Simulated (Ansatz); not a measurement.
Cell and atoms are relaxed with the symmetry kept. Start:

```cif
data_structure
_symmetry_space_group_name_H-M 'P-3m1'
_symmetry_Int_Tables_number 164
_cell_length_a 3.1059
_cell_length_b 3.1059
_cell_length_c 4.9464
_cell_angle_alpha 90.000
_cell_angle_beta 90.000
_cell_angle_gamma 120.000
_cell_volume 41.32
loop_
_atom_site_label
_atom_site_type_symbol
_atom_site_symmetry_multiplicity
_atom_site_Wyckoff_symbol
_atom_site_fract_x
_atom_site_fract_y
_atom_site_fract_z
_atom_site_occupancy
Ta1 Ta 2 d 0.33333 0.66667 0.25201 1
C1 C 1 a 0.00000 0.00000 0.00000 1
```

These are results of Ansatz 0.2.0, DFT PBEsol, scalar-relativistic, plane waves, PAW, not measurements.

Plane waves to 420 eV, a k mesh through Γ of 18×18×8 on the computed 3-atom cell and Gaussian smearing (0.10 eV); no spin polarisation.

**Question.** What does it relax to?

**Answer.** The volume decreases by 0.16 Å³/atom to 13.61 Å³/atom, and the energy falls by 1.7 meV/atom. Final structure:
```
Ta C
1.0
     3.09530    0.00000    0.00000
    -1.54765    2.68061    0.00000
     0.00000    0.00000    4.92108
Ta C
2 1
Direct
  0.33333 0.66667 0.25288
  0.66667 0.33333 0.74712
  0.00000 0.00000 0.00000
```

Course of the relaxation (steps run on the plane waves of an earlier cell, and the basis is chosen afresh near the end, so energy and pressure can step there; trial steps that raised the energy were taken back; energies are free energies):

```tsv
step	E − E_final (meV/atom)	largest force component (eV/Å)	P (GPa)	V (Å³/atom)
1	1.7	0.021	-3.13	13.77
2	39.2	1.254	11.10	13.04
3	0.0	0.045	-0.74	13.64
4	-0.2	0.016	-0.06	13.61
5	-0.2	0.001	0.01	13.61
6	0.0	0.001	-0.01	13.61
```

Spin–orbit coupling is left out, which can shift energies with elements as heavy as these.